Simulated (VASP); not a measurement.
# Sb (Fm-3m) in VASP: notebook

One crystal, Sb, is run at these levels: r2SCAN; tasks: single point.

Program: VASP 6.6.1. These are calculated values, not measurements. Logs are shortened: lines on timing, memory, paths and dates and some standing lists are left out, and cuts for length are marked.

**1. The crystal as given**

It takes space group Fm-3m (No. 225, cubic). The conventional cell has a = 4.742 Å, b = 4.742 Å, c = 4.742 Å, α = 90.00°, β = 90.00°, γ = 90.00°. Around Sb (site symmetry m-3m) lie 12 Sb at 3.35 Å.

This isn't the form of Sb at room conditions, which is rhombohedral.

**2. Single point, r2SCAN**

Contents of INCAR:

```
SYSTEM = Sb
  PREC = Accurate
  ENCUT = 550
  EDIFF = 1E-6
  ISMEAR = 0
  SIGMA = 0.05
  LREAL = .FALSE.
  LASPH = .TRUE.
  NELM = 100
  ALGO = Normal
  ISIF = 2
  LWAVE = .FALSE.
  LCHARG = .FALSE.
  METAGGA = R2SCAN
  LMIXTAU = .TRUE.
  NBANDS = 8
  ADDGRID = .FALSE.
```

Contents of KPOINTS:

```
regular mesh
0
G
  3 3 3
  0 0 0
```

Contents of POSCAR:

```
Sb
1.0
    0.0000000000      2.3712425216      2.3712425216
    2.3712425216      0.0000000000      2.3712425216
    2.3712425216      2.3712425216      0.0000000000
Sb
1
Direct
    0.0000000000      0.0000000000      0.0000000000
```

Potentials or basis: VASP PAW PBE potentials, release 64 (Sb).

Launch:

```console
> cat potpaw_PBE.64/Sb/POTCAR > POTCAR
> mpirun -np 1 vasp_std > vasp.out
```

OUTCAR:

```text
SYSTEM = Sb
   PREC = Accurate
   ENCUT = 550
   EDIFF = 1E-6
   ISMEAR = 0
   LREAL = .FALSE.
   LASPH = .TRUE.
   NELM = 100
   ISIF = 2
   METAGGA = R2SCAN

 Found      4 irreducible k-points:

 Following reciprocal coordinates:
            Coordinates               Weight
  0.000000  0.000000  0.000000      1.000000
  0.333333  0.000000  0.000000      8.000000
  0.333333  0.333333  0.000000      6.000000
 -0.333333  0.333333  0.000000     12.000000
   k-points           NKPTS =      4   k-points in BZ     NKDIM =      4   number of bands    NBANDS=      8
   number of dos      NEDOS =    301   number of ions     NIONS =      1
   total plane-waves  NPLWV =  21952
   dimension x,y,z NGX =    28 NGY =   28 NGZ =   28
   dimension x,y,z NGXF=    56 NGYF=   56 NGZF=   56
   ions per type =               1
   NGX,Y,Z   is equivalent  to a cutoff of  13.88, 13.88, 13.88 a.u.
   NGXF,Y,Z  is equivalent  to a cutoff of  27.76, 27.76, 27.76 a.u.
 SYSTEM =  Sb
   PREC   = accura    normal or accurate (medium, high low for compatibility)
   ISTART =      0    job   : 0-new  1-cont  2-samecut
   ICHARG =      2    charge: 1-file 2-atom 10-const
   ISPIN  =      1    spin polarized calculation?
   LNONCOLLINEAR =      F non collinear calculations
   LSORBIT =      F    spin-orbit coupling
   LASPH  =      T    aspherical Exc in radial PAW
   ENCUT  =  550.0 eV  40.42 Ry    6.36 a.u.   6.41  6.41  6.41*2*pi/ulx,y,z
   NELM   =    100;   NELMIN=  2; NELMDL= -5     # of ELM steps
   EDIFF  = 0.1E-05   stopping-criterion for ELM
   LREAL  =      F    real-space projection
   EDIFFG = 0.1E-04   stopping-criterion for IOM
   NSW    =      0    number of steps for IOM
   IBRION =     -1    ionic relax: 0-MD 1-quasi-New 2-CG
   NFREE  =      0    steps in history (QN), initial steepest desc. (CG)
   ISIF   =      2    stress and relaxation
   ISYM   =      2    0-nonsym 1-usesym 2-fastsym
   POTIM  = 0.5000    time-step for ionic-motion
   TEBEG  =    0.0;   TEEND  =   0.0 temperature during run
   PSTRESS=    0.0 pullay stress
   NELECT =       5.0000    total number of electrons
   NUPDOWN=      -1.0000    fix difference up-down
   EMIN   =  10.00;   EMAX   =-10.00  energy-range for DOS
   EFERMI =   0.00;   METHOD = LEGACY
   ISMEAR =     0;   SIGMA  =   0.05  broadening in eV -4-tet -1-fermi 0-gaus
   EFERMI_NEDOS =   21; number of points for ismear=-14 and -15
   IALGO  =     38    algorithm
   IMIX   =      4    mixing-type and parameters
     AMIX     =   0.40;   BMIX     =  1.00
     AMIX_MAG =   1.60;   BMIX_MAG =  1.00
  volume/ion in A,a.u.               =      26.67       179.95
  Fermi-wavevector in a.u.,A,eV,Ry     =   0.937013  1.770697 11.945820  0.877993
  Thomas-Fermi vector in A             =   2.064081
   LORBIT       =      0    0 simple, 1 ext, 2 COOP (PROOUT), +10 PAW based schemes
   METAGGA = R2SCAN    functional components
   LHFCALC =     F    Hartree Fock is set to
   AEXX    =    0.0000 exact exchange contribution
   IVDW    =     0    specifies the selected vdW correction
   LEPSILON=     F    determine dielectric tensor
   LRPA    =     F    only Hartree local field effects (RPA)
 non-spin polarized calculation
 Gauss-broadening in eV      SIGMA  =   0.05
  energy-cutoff  :      550.00
  volume of cell :       26.67
 maximum number of plane-waves:       797
 NGX is ok and might be reduce to    28
   NGX = 13   NGY = 13   NGZ = 13

 number of electron       5.0000000 magnetization

 Free energy of the ion-electron system (eV)
  ---------------------------------------------------
  ext. energy  EPLUGINS =         0.00000000
  ---------------------------------------------------
  free energy    TOTEN  =       -25.92115396 eV

  energy without entropy =      -25.91213906  energy(sigma->0) =      -25.91664651

 E-fermi :   9.7897     XC(G=0): -10.8825

 val. band max:        7.1735429057   @ k =   0.3333   0.3333   0.0000
 cond. band min:       9.8184569094   @ k =   0.3333   0.3333   0.0000
 fundamental gap:      2.6449140037
 Fermi energy:         9.7897406972

 k-point     1 :       0.0000    0.0000    0.0000
  band No.  band energies     occupation
      1      -5.0639      2.00000
      2      14.3261      0.00000
      3      14.3261      0.00000
      4      14.3261      0.00000
      5      19.0801      0.00000
      6      19.0801      0.00000
      7      19.0801      0.00000
      8      19.5665      0.00000

 k-point     2 :       0.3333    0.0000    0.0000
  band No.  band energies     occupation
      1      -2.7722      2.00000
      2       5.3675      2.00000
      3      12.8120      0.00000
      4      12.8120      0.00000
      5      17.3465      0.00000
      6      18.8462      0.00000
      7      18.8462      0.00000
      8      20.1128      0.00000

 k-point     3 :       0.3333    0.3333    0.0000
  band No.  band energies     occupation
      1      -1.9709      2.00000
      2       7.1735      2.00000
      3       9.8185      0.41667
      4       9.8185      0.41667
      5      14.0719      0.00000
      6      14.3545      0.00000
      7      25.5167      0.00000
      8      25.6282      0.00000

 k-point     4 :      -0.3333    0.3333    0.0000
  band No.  band energies     occupation
      1       0.2903      2.00000
      2       4.9236      2.00000
      3       4.9710      2.00000
      4      10.5215      0.00000
      5      14.6526      0.00000
      6      21.5926      0.00000
      7      23.0149      0.00000
      8      23.5661      0.00000

------------------------ aborting loop because EDIFF is reached ----------------------------------------

  FORCE on cell =-STRESS in cart. coord.  units (eV):
  Direction    XX          YY          ZZ          XY          YZ          ZX
  --------------------------------------------------------------------------------------
  -------------------------------------------------------------------------------------
  Total        0.0679504      0.0679504      0.0679504      0.0000000      0.0000000     -0.0000000
  in kB        4.0826723      4.0826723      4.0826723      0.0000000      0.0000000     -0.0000000
  external PRESSURE =       4.0826723 kB  Pullay stress =       0.0000000 kB

 VOLUME and BASIS-vectors are now :
 -----------------------------------------------------------------------------
  energy-cutoff  :      550.00
  volume of cell :       26.67
      direct lattice vectors                 reciprocal lattice vectors
     0.000000000  2.371242522  2.371242522    -0.210859916  0.210859916  0.210859916
     2.371242522  0.000000000  2.371242522     0.210859916 -0.210859916  0.210859916
     2.371242522  2.371242522  0.000000000     0.210859916  0.210859916 -0.210859916

 POSITION                                       TOTAL-FORCE (eV/Angst)
 -----------------------------------------------------------------------------------
      0.00000      0.00000      0.00000         0.000000      0.000000     -0.000000
 -----------------------------------------------------------------------------------
    total drift:                                0.000000      0.000000      0.000000

  FREE ENERGIE OF THE ION-ELECTRON SYSTEM (eV)
  ---------------------------------------------------
  free  energy   TOTEN  =       -25.9211539643 eV

  energy  without entropy=      -25.9121390624  energy(sigma->0) =      -25.91664651
```

It took 22 s on 1 thread of Intel Xeon Platinum 8559C (Emerald Rapids), shared host; peak memory 0.15 GiB.

These settings aren't checked as converged: the numbers below hold their error.

What came out:

```yaml
Free_energy: -25.9212 eV
Pressure: 0.4 GPa
Band_gap_on_the_k_mesh: none (metal or under the smearing width)
```

Caveat: the k mesh is coarse (spacing up to 0.76 Å⁻¹), so the values aren't converged; the PAW data sets were made with another functional, which shifts forces and pressure a little.

**3. Single point, r2SCAN**

INCAR: that of step 2 with these lines changed.

```diff
@@ -2,3 +2,3 @@
   PREC = Accurate
-  ENCUT = 550
+  ENCUT = 350
   EDIFF = 1E-6
```

Contents of KPOINTS:

```
regular mesh
0
G
  4 4 4
  0 0 0
```

POSCAR is that of step 2.

Potentials or basis: VASP PAW PBE potentials, release 64 (Sb).

Launch:

```console
> cat potpaw_PBE.64/Sb/POTCAR > POTCAR
> mpirun -np 1 vasp_std > vasp.out
```

Run time: 18 s. Hardware: 1 thread of Intel Xeon Platinum 8559C (Emerald Rapids), shared host; peak memory 0.12 GiB.

The run converged, but some of its settings lie outside the range that counts as converged, so its numbers aren't taken as properties of the crystal.

Results:

```yaml
Free_energy: -25.2505 eV
Pressure: -0.5 GPa
Band_gap_on_the_k_mesh: none (metal or under the smearing width)
```

Caveat: the k mesh is coarse (spacing up to 0.57 Å⁻¹), so the values aren't converged; the PAW data sets were made with another functional, which shifts forces and pressure a little.

**4. Single point, r2SCAN**

INCAR: that of step 3 with these lines changed.

```diff
@@ -2,3 +2,3 @@
   PREC = Accurate
-  ENCUT = 350
+  ENCUT = 250
   EDIFF = 1E-6
```

Contents of KPOINTS:

```
regular mesh
0
G
  5 5 5
  0 0 0
```

POSCAR is that of step 3.

Potentials or basis: VASP PAW PBE potentials, release 64 (Sb).

Launch:

```console
> cat potpaw_PBE.64/Sb/POTCAR > POTCAR
> mpirun -np 1 vasp_std > vasp.out
```

OUTCAR:

```text
SYSTEM = Sb
   PREC = Accurate
   ENCUT = 250
   EDIFF = 1E-6
   ISMEAR = 0
   LREAL = .FALSE.
   LASPH = .TRUE.
   NELM = 100
   ISIF = 2
   METAGGA = R2SCAN

 Found     10 irreducible k-points:

 Following reciprocal coordinates:
            Coordinates               Weight
  0.000000  0.000000  0.000000      1.000000
  0.200000  0.000000  0.000000      8.000000
  0.400000  0.000000  0.000000      8.000000
  0.200000  0.200000  0.000000      6.000000
  0.400000  0.200000  0.000000     24.000000
 -0.400000  0.200000  0.000000     24.000000
   k-points           NKPTS =     10   k-points in BZ     NKDIM =     10   number of bands    NBANDS=      8
   number of dos      NEDOS =    301   number of ions     NIONS =      1
   total plane-waves  NPLWV =   5832
   dimension x,y,z NGX =    18 NGY =   18 NGZ =   18
   dimension x,y,z NGXF=    36 NGYF=   36 NGZF=   36
   ions per type =               1
   NGX,Y,Z   is equivalent  to a cutoff of   8.92,  8.92,  8.92 a.u.
   NGXF,Y,Z  is equivalent  to a cutoff of  17.85, 17.85, 17.85 a.u.
 SYSTEM =  Sb
   PREC   = accura    normal or accurate (medium, high low for compatibility)
   ISTART =      0    job   : 0-new  1-cont  2-samecut
   ICHARG =      2    charge: 1-file 2-atom 10-const
   ISPIN  =      1    spin polarized calculation?
   LNONCOLLINEAR =      F non collinear calculations
   LSORBIT =      F    spin-orbit coupling
   LASPH  =      T    aspherical Exc in radial PAW
   ENCUT  =  250.0 eV  18.37 Ry    4.29 a.u.   4.32  4.32  4.32*2*pi/ulx,y,z
[... 61 lines left out ...]
      2      14.3013      0.00000
      3      14.3013      0.00000
      4      14.3013      0.00000
      5      19.0524      0.00000
      6      19.0524      0.00000
      7      19.0524      0.00000
      8      19.6322      0.00000
[... 45 lines left out ...]
 k-point     6 :      -0.4000    0.2000    0.0000
  band No.  band energies     occupation
      1      -0.4653      2.00000
      2       3.3215      2.00000
      3       8.1996      2.00000
      4      11.3311      0.00000
      5      15.5407      0.00000
      6      20.4352      0.00000
      7      20.8263      0.00000
      8      24.0513      0.00000

 [... further k-points ...]

------------------------ aborting loop because EDIFF is reached ----------------------------------------

  FORCE on cell =-STRESS in cart. coord.  units (eV):
  Direction    XX          YY          ZZ          XY          YZ          ZX
  --------------------------------------------------------------------------------------
  -------------------------------------------------------------------------------------
  Total        0.2136470      0.2136470      0.2136470     -0.0000000     -0.0000000      0.0000000
  in kB       12.8365827     12.8365827     12.8365827     -0.0000000     -0.0000000      0.0000000
  external PRESSURE =      12.8365827 kB  Pullay stress =       0.0000000 kB

 VOLUME and BASIS-vectors are now :
 -----------------------------------------------------------------------------
  energy-cutoff  :      250.00
  volume of cell :       26.67
      direct lattice vectors                 reciprocal lattice vectors
     0.000000000  2.371242522  2.371242522    -0.210859916  0.210859916  0.210859916
     2.371242522  0.000000000  2.371242522     0.210859916 -0.210859916  0.210859916
     2.371242522  2.371242522  0.000000000     0.210859916  0.210859916 -0.210859916

 POSITION                                       TOTAL-FORCE (eV/Angst)
 -----------------------------------------------------------------------------------
      0.00000      0.00000      0.00000         0.000000      0.000000      0.000000
 -----------------------------------------------------------------------------------
    total drift:                                0.000000      0.000000     -0.000000

  FREE ENERGIE OF THE ION-ELECTRON SYSTEM (eV)
  ---------------------------------------------------
  free  energy   TOTEN  =       -25.1619972020 eV

  energy  without entropy=      -25.1575012819  energy(sigma->0) =      -25.15974924
```

stdout:

```text
POSCAR found type information on POSCAR Sb
 POSCAR found :  1 types and       1 ions
 scaLAPACK will be used
 -----------------------------------------------------------------------------
|                                                                             |
|                                                                             |
|     You enforced a specific xc type in the INCAR file but a different       |
|     I HOPE YOU KNOW WHAT YOU ARE DOING!                                     |
|                                                                             |
 -----------------------------------------------------------------------------

 LDA part: xc-table for (None), standard interpolation
 POSCAR, INCAR and KPOINTS ok, starting setup
 FFT: planning ... GRIDC
 FFT: planning ... GRID_SOFT
 FFT: planning ... GRID
 WAVECAR not read
 entering main loop
```

It used 6.8 s of CPU time on 1 thread of Intel(R) Xeon(R) Platinum 8559C (Emerald Rapids), on a shared host, which was overloaded at the time.

These settings aren't checked as converged: the numbers below hold their error.

What came out:

```yaml
Free_energy: -25.1620 eV
Pressure: 1.3 GPa
Band_gap_on_the_k_mesh: none (metal or under the smearing width)
```

Caveat: the k mesh is coarse (spacing up to 0.46 Å⁻¹), so the values aren't converged; the PAW data sets were made with another functional, which shifts forces and pressure a little.

**5. For comparison**

An earlier run on the cell as given: functional PBEsol; potentials or basis VASP PAW PBE potentials, release 64 (Sb); cutoff 520 eV; k mesh 10 × 10 × 10; occupations fermi-dirac, width 0.05 eV; no spin polarisation.

- Pressure: -1.2 GPa
- Band gap on the k mesh: none (metal or under the smearing width)
